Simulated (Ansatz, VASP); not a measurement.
## Cross-check of SnO2 (SnO2 (P4_2/mnm)) between VASP and Ansatz

One calculation is typed for both programs; each brings its own data sets. How far apart do they land? Of the first pair: The structure shown is the start of the Ansatz relaxation below; VASP solves that cell, so the two are compared at the walk's first step.

Program: Ansatz 0.2.0. Level of theory: plane waves, with VASP 6.6.1 beside it; single point at r2SCAN. Results are calculated unless marked as measured.

### 1. Set-up

The cell holds 72 atoms: 24 Sn and 48 O. Cell: a = 9.373 Å, b = 9.373 Å, c = 9.458 Å, α = 90.0°, β = 90.0°, γ = 90.0°.

### 2. Ansatz: relaxation, r2SCAN

Ansatz runs on its PAW soft_1 files.

The two programs are compared at the cell with which this relaxation starts, whose forces are those of its first step.

File input.yaml:

```yaml
crystal:
  lattice:
    - [9.372770527, 0.0, 0.0]
    - [0.0, 9.372770527, 0.0]
    - [0.0, 0.0, 9.4580137286]
  atoms:
    - { symbol: Sn, position: [0.25, 0.25, 0.1666666667] }
    - { symbol: Sn, position: [0.0, 0.0, 0.0] }
    - { symbol: O, position: [0.0970286166, 0.4029713834, 0.1666666667] }
    - { symbol: O, position: [0.4029713834, 0.0970286166, 0.1666666667] }
    - { symbol: O, position: [0.1529713834, 0.1529713834, 0.0] }
    - { symbol: O, position: [0.3470286166, 0.3470286166, 0.0] }
    - { symbol: Sn, position: [0.25, 0.25, 0.5] }
    - { symbol: Sn, position: [0.0, 0.0, 0.3333333333] }
    - { symbol: O, position: [0.0970286166, 0.4029713834, 0.5] }
    - { symbol: O, position: [0.4029713834, 0.0970286166, 0.5] }
    - { symbol: O, position: [0.1529713834, 0.1529713834, 0.3333333333] }
    - { symbol: O, position: [0.3470286166, 0.3470286166, 0.3333333333] }
    - { symbol: Sn, position: [0.25, 0.25, 0.8333333333] }
    - { symbol: Sn, position: [0.0, 0.0, 0.6666666667] }
    - { symbol: O, position: [0.0970286166, 0.4029713834, 0.8333333333] }
    - { symbol: O, position: [0.4029713834, 0.0970286166, 0.8333333333] }
    - { symbol: O, position: [0.1529713834, 0.1529713834, 0.6666666667] }
    - { symbol: O, position: [0.3470286166, 0.3470286166, 0.6666666667] }
    - { symbol: Sn, position: [0.25, 0.75, 0.1666666667] }
    - { symbol: Sn, position: [0.0, 0.5, 0.0] }
    - { symbol: O, position: [0.0970286166, 0.9029713834, 0.1666666667] }
    - { symbol: O, position: [0.4029713834, 0.5970286166, 0.1666666667] }
    - { symbol: O, position: [0.1529713834, 0.6529713834, 0.0] }
    - { symbol: O, position: [0.3470286166, 0.8470286166, 0.0] }
    - { symbol: Sn, position: [0.25, 0.75, 0.5] }
    - { symbol: Sn, position: [0.0, 0.5, 0.3333333333] }
    - { symbol: O, position: [0.0970286166, 0.9029713834, 0.5] }
    - { symbol: O, position: [0.4029713834, 0.5970286166, 0.5] }
    - { symbol: O, position: [0.1529713834, 0.6529713834, 0.3333333333] }
    - { symbol: O, position: [0.3470286166, 0.8470286166, 0.3333333333] }
    - { symbol: Sn, position: [0.25, 0.75, 0.8333333333] }
    - { symbol: Sn, position: [0.0, 0.5, 0.6666666667] }
    - { symbol: O, position: [0.0970286166, 0.9029713834, 0.8333333333] }
    - { symbol: O, position: [0.4029713834, 0.5970286166, 0.8333333333] }
    - { symbol: O, position: [0.1529713834, 0.6529713834, 0.6666666667] }
    - { symbol: O, position: [0.3470286166, 0.8470286166, 0.6666666667] }
    - { symbol: Sn, position: [0.75, 0.25, 0.1666666667] }
    - { symbol: Sn, position: [0.5, 0.0, 0.0] }
    - { symbol: O, position: [0.5970286166, 0.4029713834, 0.1666666667] }
    - { symbol: O, position: [0.9029713834, 0.0970286166, 0.1666666667] }
    - { symbol: O, position: [0.6529713834, 0.1529713834, 0.0] }
    - { symbol: O, position: [0.8470286166, 0.3470286166, 0.0] }
    - { symbol: Sn, position: [0.75, 0.25, 0.5] }
    - { symbol: Sn, position: [0.5, 0.0, 0.3333333333] }
    - { symbol: O, position: [0.5970286166, 0.4029713834, 0.5] }
    - { symbol: O, position: [0.9029713834, 0.0970286166, 0.5] }
    - { symbol: O, position: [0.6529713834, 0.1529713834, 0.3333333333] }
    - { symbol: O, position: [0.8470286166, 0.3470286166, 0.3333333333] }
    - { symbol: Sn, position: [0.75, 0.25, 0.8333333333] }
    - { symbol: Sn, position: [0.5, 0.0, 0.6666666667] }
    - { symbol: O, position: [0.5970286166, 0.4029713834, 0.8333333333] }
    - { symbol: O, position: [0.9029713834, 0.0970286166, 0.8333333333] }
    - { symbol: O, position: [0.6529713834, 0.1529713834, 0.6666666667] }
    - { symbol: O, position: [0.8470286166, 0.3470286166, 0.6666666667] }
    - { symbol: Sn, position: [0.75, 0.75, 0.1666666667] }
    - { symbol: Sn, position: [0.5, 0.5, 0.0] }
    - { symbol: O, position: [0.5970286166, 0.9029713834, 0.1666666667] }
    - { symbol: O, position: [0.9029713834, 0.5970286166, 0.1666666667] }
    - { symbol: O, position: [0.6529713834, 0.6529713834, 0.0] }
    - { symbol: O, position: [0.8470286166, 0.8470286166, 0.0] }
    - { symbol: Sn, position: [0.75, 0.75, 0.5] }
    - { symbol: Sn, position: [0.5, 0.5, 0.3333333333] }
    - { symbol: O, position: [0.5970286166, 0.9029713834, 0.5] }
    - { symbol: O, position: [0.9029713834, 0.5970286166, 0.5] }
    - { symbol: O, position: [0.6529713834, 0.6529713834, 0.3333333333] }
    - { symbol: O, position: [0.8470286166, 0.8470286166, 0.3333333333] }
    - { symbol: Sn, position: [0.75, 0.75, 0.8333333333] }
    - { symbol: Sn, position: [0.5, 0.5, 0.6666666667] }
    - { symbol: O, position: [0.5970286166, 0.9029713834, 0.8333333333] }
    - { symbol: O, position: [0.9029713834, 0.5970286166, 0.8333333333] }
    - { symbol: O, position: [0.6529713834, 0.6529713834, 0.6666666667] }
    - { symbol: O, position: [0.8470286166, 0.8470286166, 0.6666666667] }
basis:
  ecutwfc: 500
  xc_grid: 2
hamiltonian:
  xc: r2scan
  pseudopotentials: { kind: paw, azcp: { folder: soft_1 } }
kpoints:
  mp_grid: { grid: [1, 1, 1], shift: [0.25, 0.25, 0.25] }
scf:
  occupations: { method: fermi_dirac, width: 0.01 }
  max_iter: 80
output:
  forces: true
relax:
  f_tol: 0.01
  max_steps: 120
  random_displacement: { amplitude: 0.08, seed: 2420 }
checkpoint:
  write: "../pristine.rattled.run"
  compress: false
  write_wavefunctions: false
  write_every: 100000
```

The run is started by

```console
> ansatz run input.yaml --threads 4 --pin off --max-ram 15073MiB --backend cpu --events-out ev --progress --plain --runs-dir out
```

Numbers of over 12 decimals in the logs are rounded to 6 here.

Log:

```text
Engine: ansatz 0.2.0, aarch64-unknown-linux-gnu
Pseudopotentials: kind: paw
Pseudopotential: Sn, paw, valence charge 14, recommended cutoff 500 eV (meta_gga), soft_1/Sn.paw.azcp
Pseudopotential: O, paw, valence charge 6, recommended cutoff 500 eV (meta_gga), soft_1/O.paw.azcp
Functional definition: r2SCAN
  parameter k0 = 0.174
  parameter k1 = 0.065
  parameter a1 = 4.9479
  exchange = r2scan_x(k0 = k0, k1 = k1, a1 = a1)
  correlation = r2scan_c
Crystal: 72 atoms, lattice volume = 830.875 Å³
Basis set: ecut = 500 eV, 21079 PW (Γ), exchange–correlation on 144×144×144 points (8 copies of the dense FFT grid, shifted against one another)
Bands: 384, of which v1, the nominal top of the filled ones, is band 312 counted from 1 (311 counted from 0)
Symmetry: 1 space group operations
k-points: 1
Non-local potential: Sn, projectors of the file, l = 0: 2, l = 1: 2, l = 2: 2, l = 3: 1
Non-local potential: O, projectors of the file, l = 0: 2, l = 1: 2, l = 2: 1
PAW form: soft (Blöchl's): semilocal exchange-correlation on the pseudo side does not see the compensation charge
PAW frozen core: Sn, regenerated for the run's functional (the file was generated under x = pbe(κ = 0.804, μ = 0.219515), c = pbe(β = 0.066725))
PAW frozen core: O, regenerated for the run's functional (the file was generated under x = pbe(κ = 0.804, μ = 0.219515), c = pbe(β = 0.066725))
PAW one-centre angular grid: Sn, 590 points (default); XC on 160 Gauss nodes
PAW one-centre angular grid: O, 302 points (default); XC on 160 Gauss nodes
Initial density: superposition of atomic densities (chi_scale 0.1, normalization cell, long waves kept (reshape's long-wave potential 0.08 eV rms))
Initial wavefunctions: pseudopotential atomic-orbital guess
Functional: x = r2scan, c = r2scan; τ floored in thin density (d = 2e-4 eV/Å³)
SCF iter   1: F=—  HF=-172228.863448 eV  |F-HF|=—  |Δ(HF+E_count)|=         —  Δρ=9.00e-2  dr2=5.47e1  dr2_τ=7.31e0  ethr=3.10e-3  ⟨swp⟩=5.0  Hψ=1380  notcnv=0  defer=49
preconditioner: auto → Resta (q_TF=auto, 2.601 Å⁻¹)  ε∞=3.2  [insulator: Δε(μ)=3.527 eV  Ē_g=21.569 eV  σ=0.010 eV  W_gap=1.00  n_scr=250 (ndim 8)  ℏωp=32.2 eV  f_vac=0.000  D(μ)=0.00/eV (n_scr^D=0)  ε∞_Penn≈3.2]
SCF iter   2: F=—  HF=-172222.780816 eV  |F-HF|=—  |Δ(HF+E_count)|=    6.08e0  Δρ=4.23e-2  dr2=8.21e0  dr2_τ=8.68e-1  ethr=3.10e-3  ⟨swp⟩=2.0  Hψ=638  notcnv=0  defer=67
SCF iter   3: F=—  HF=-172224.390543 eV  |F-HF|=—  |Δ(HF+E_count)|=    1.61e0  Δρ=1.44e-2  dr2=1.27e0  dr2_τ=9.38e-2  ethr=1.32e-3  ⟨swp⟩=3.0  Hψ=632  notcnv=0  defer=44
automatic band count: iteration 3 solves 361 bands in place of 384: the levels show a gap, and the empty bands left out lie too high to hold charge; the band table lists the bands solved (type scf.n_extra_bands for more)
SCF iter   4: F=—  HF=-172224.511875 eV  |F-HF|=—  |Δ(HF+E_count)|=   1.21e-1  Δρ=2.73e-3  dr2=3.31e-2  dr2_τ=5.32e-3  ethr=2.03e-4  ⟨swp⟩=2.0  Hψ=510  notcnv=0  defer=44
SCF iter   5: F=—  HF=-172224.525017 eV  |F-HF|=—  |Δ(HF+E_count)|=   1.31e-2  Δρ=8.58e-4  dr2=3.83e-3  dr2_τ=5.20e-4  ethr=5.31e-6  ⟨swp⟩=2.0  Hψ=492  notcnv=0  defer=44
SCF iter   6: F=—  HF=-172224.525883 eV  |F-HF|=—  |Δ(HF+E_count)|=   8.65e-4  Δρ=4.11e-4  dr2=9.80e-4  dr2_τ=1.26e-4  ethr=6.13e-7  ⟨swp⟩=2.0  Hψ=512  notcnv=0  defer=44
SCF iter   7: F=—  HF=-172224.526942 eV  |F-HF|=—  |Δ(HF+E_count)|=   1.06e-3  Δρ=6.46e-5  dr2=2.53e-5  dr2_τ=2.90e-6  ethr=1.57e-7  ⟨swp⟩=2.0  Hψ=513  notcnv=0  defer=44
SCF iter   8: F=—  HF=-172224.526945 eV  |F-HF|=—  |Δ(HF+E_count)|=   2.61e-6  Δρ=3.28e-5  dr2=6.65e-6  dr2_τ=8.56e-7  ethr=4.01e-10  ⟨swp⟩=5.0  Hψ=1413  notcnv=0
SCF iter   9: F=-172224.526944 eV  HF=-172224.526944 eV  |F-HF|=3.54e-8  |Δ(HF+E_count)|=   8.78e-7  Δρ=7.70e-6  dr2=4.01e-7  dr2_τ=2.85e-8  ethr=4.01e-10  ⟨swp⟩=4.0  Hψ=1132  notcnv=0
SCF 1 converged in 9 iterations: F = -172224.526944 eV  dr2 = 4.01e-7
  greatest PAW one-centre occupation: 0.996 electrons in one spin orbital (limit 2), on the Sn atom at site 61 (counted from 0), in its partial waves of l = 2
relax step   1: F+E_penalty+E_count = -172224.52694376 eV  Δ(F+E_penalty+E_count) = +0.000e0 eV  max|allowed force component| = 4.452e0 eV/Å  Δτ_max = 0.0000 Å  (9 SCF iters, dr2 threshold 2.50e-6 eV, accepted)
Initial density: handed on by an earlier stage of this run
Initial wavefunctions: those handed on with the density
iter 1 solved again at ethr=2.43e-4 eV; its pass at ethr=3.10e-3 eV (dr2=1.52e0 eV) is discarded
SCF iter   1: F=—  HF=-172228.171565 eV  |F-HF|=—  |Δ(HF+E_count)|=         —  Δρ=1.69e-2  dr2=1.54e0  dr2_τ=1.13e1  ethr=2.43e-4  ⟨swp⟩=1.0  Hψ=1172  notcnv=0  defer=44
automatic band count: iteration 1 solves 361 bands in place of 384: the levels show a gap, and the empty bands left out lie too high to hold charge; the band table lists the bands solved (type scf.n_extra_bands for more)
[...]
atom  24  O     -0.00363837    -0.00274130    -0.00007549
  atom  25  Sn     0.00004766     0.00004946     0.00008973
  atom  26  Sn     0.00010157    -0.00034759     0.00014429
  atom  27  O      0.00368923    -0.00479632     0.00013225
  atom  28  O     -0.00416752     0.00503875    -0.00013264
  atom  29  O      0.00357734     0.00384610    -0.00007792
  atom  30  O     -0.00412293    -0.00315252     0.00013553
  atom  31  Sn     0.00001783     0.00065404    -0.00004654
  atom  32  Sn    -0.00000403     0.00012758     0.00008275
  atom  33  O      0.00289828    -0.00346322     0.00043944
  atom  34  O     -0.00364035     0.00390684     0.00052097
  atom  35  O      0.00384257     0.00315851     0.00025992
  atom  36  O     -0.00416048    -0.00335938    -0.00003293
  atom  37  Sn    -0.00046095     0.00007416     0.00053919
  atom  38  Sn     0.00053060    -0.00024992     0.00010524
  atom  39  O      0.00321791    -0.00461532    -0.00010365
  atom  40  O     -0.00347738     0.00429196     0.00019546
  atom  41  O      0.00325568     0.00240462    -0.00023650
  atom  42  O     -0.00287352    -0.00242454     0.00027805
  atom  43  Sn    -0.00018263     0.00020466    -0.00020916
  atom  44  Sn     0.00009682    -0.00050353     0.00025312
  atom  45  O      0.00449862    -0.00500693     0.00024979
  atom  46  O     -0.00408021     0.00502769    -0.00000603
  atom  47  O      0.00400089     0.00381137     0.00049571
[...]
atom  65  O      0.00421699     0.00391714     0.00053074
  atom  66  O     -0.00415524    -0.00345262     0.00047188
  atom  67  Sn    -0.00008583    -0.00029615    -0.00024918
  atom  68  Sn    -0.00054139     0.00043565    -0.00035304
  atom  69  O      0.00280198    -0.00367135    -0.00040219
  atom  70  O     -0.00288513     0.00301599    -0.00001524
  atom  71  O      0.00398371     0.00343816    -0.00056123
  atom  72  O     -0.00397506    -0.00302788    -0.00015059
  max |Σ_I F_I| component: 1.56e-3 eV/Å
--- Relaxed structure (5 steps of the walk, 5 accepted, 0 SCFs on fresh bases) ---
  F+E_penalty+E_count = -172229.58101560 eV   max|allowed force component| = 5.175e-3 eV/Å
  atoms:
    - { symbol: Sn, position: [0.250114, 0.249401, 0.166558] }
    - { symbol: Sn, position: [0.000145885, -0.000616371, -0.000115053] }
    - { symbol: O, position: [0.097723, 0.401989, 0.166554] }
    - { symbol: O, position: [0.402491, 0.096788, 0.166560] }
    - { symbol: O, position: [0.152485, 0.151968, -0.000109435] }
    - { symbol: O, position: [0.347775, 0.346829, -0.000113729] }
    - { symbol: Sn, position: [0.250126, 0.249403, 0.499893] }
    - { symbol: Sn, position: [0.00013775, -0.000611261, 0.333221] }
    - { symbol: O, position: [0.097733, 0.401999, 0.499894] }
    - { symbol: O, position: [0.402510, 0.096793, 0.499889] }
    - { symbol: O, position: [0.152475, 0.151968, 0.333242] }
    - { symbol: O, position: [0.347761, 0.346843, 0.333210] }
    - { symbol: Sn, position: [0.250131, 0.249410, 0.833223] }
    - { symbol: Sn, position: [0.000142809, -0.00061195, 0.666554] }
    - { symbol: O, position: [0.097737, 0.401996, 0.833224] }
    - { symbol: O, position: [0.402516, 0.096811, 0.833215] }
    - { symbol: O, position: [0.152480, 0.151970, 0.666569] }
    - { symbol: O, position: [0.347767, 0.346844, 0.666545] }
    - { symbol: Sn, position: [0.250144, 0.749392, 0.166558] }
    - { symbol: Sn, position: [0.000115479, 0.499403, -0.000111947] }
    - { symbol: O, position: [0.097766, 0.901996, 0.166561] }
    - { symbol: O, position: [0.402532, 0.596800, 0.166556] }
    - { symbol: O, position: [0.152494, 0.651956, -9.259148978537478e-5] }
    - { symbol: O, position: [0.347781, 0.846821, -0.000126742] }
    - { symbol: Sn, position: [0.250143, 0.749386, 0.499891] }
    - { symbol: Sn, position: [0.000129425, 0.499403, 0.333222] }
    - { symbol: O, position: [0.097760, 0.901995, 0.499886] }
    - { symbol: O, position: [0.402533, 0.596788, 0.499897] }
    - { symbol: O, position: [0.152505, 0.651946, 0.333232] }
    - { symbol: O, position: [0.347791, 0.846818, 0.333216] }
    - { symbol: Sn, position: [0.250137, 0.749374, 0.833222] }
    - { symbol: Sn, position: [0.000121512, 0.499396, 0.666557] }
    - { symbol: O, position: [0.097757, 0.901982, 0.833217] }
    - { symbol: O, position: [0.402533, 0.596791, 0.833221] }
    - { symbol: O, position: [0.152488, 0.651955, 0.666562] }
    - { symbol: O, position: [0.347785, 0.846820, 0.666551] }
    - { symbol: Sn, position: [0.750146, 0.249394, 0.166555] }
    - { symbol: Sn, position: [0.500115, -0.000593429, -0.000111746] }
[...]
- { symbol: Sn, position: [0.750138, 0.249387, 0.499889] }
    - { symbol: Sn, position: [0.500126, -0.000597147, 0.333220] }
[...]
- { symbol: Sn, position: [0.750128, 0.249372, 0.833225] }
    - { symbol: Sn, position: [0.500127, -0.000607325, 0.666556] }
[...]
- { symbol: Sn, position: [0.750119, 0.749400, 0.166553] }
    - { symbol: Sn, position: [0.500143, 0.499388, -0.000108292] }
[...]
- { symbol: Sn, position: [0.750127, 0.749398, 0.499886] }
    - { symbol: Sn, position: [0.500134, 0.499392, 0.333223] }
    - { symbol: O, position: [0.597738, 0.901995, 0.499887] }
    - { symbol: O, position: [0.902521, 0.596803, 0.499886] }
    - { symbol: O, position: [0.652485, 0.651959, 0.333230] }
    - { symbol: O, position: [0.847779, 0.846828, 0.333205] }
    - { symbol: Sn, position: [0.750133, 0.749408, 0.833222] }
    - { symbol: Sn, position: [0.500150, 0.499383, 0.666560] }
    - { symbol: O, position: [0.597752, 0.902007, 0.833230] }
    - { symbol: O, position: [0.902523, 0.596817, 0.833220] }
    - { symbol: O, position: [0.652493, 0.651958, 0.666572] }
    - { symbol: O, position: [0.847781, 0.846828, 0.666541] }
```

The column dr2 measures how far the density is from self-consistency, as an energy; F and HF (Harris–Foulkes) agree once it is small.

[end of part 1 of 3]

[Lines on the potential files, build, host, timing and source positions are cut from VASP's logs without a mark.]

[Logs are printed without paths, hosts, clocks, repeated set-up lines and the standing remarks that a program may print on its own settings, such as how far it seeks lower states.]

[Hosts, paths, dates, database ids (printed as entryN), source tags and the programs' standing remarks are cut or masked in the printed files.]
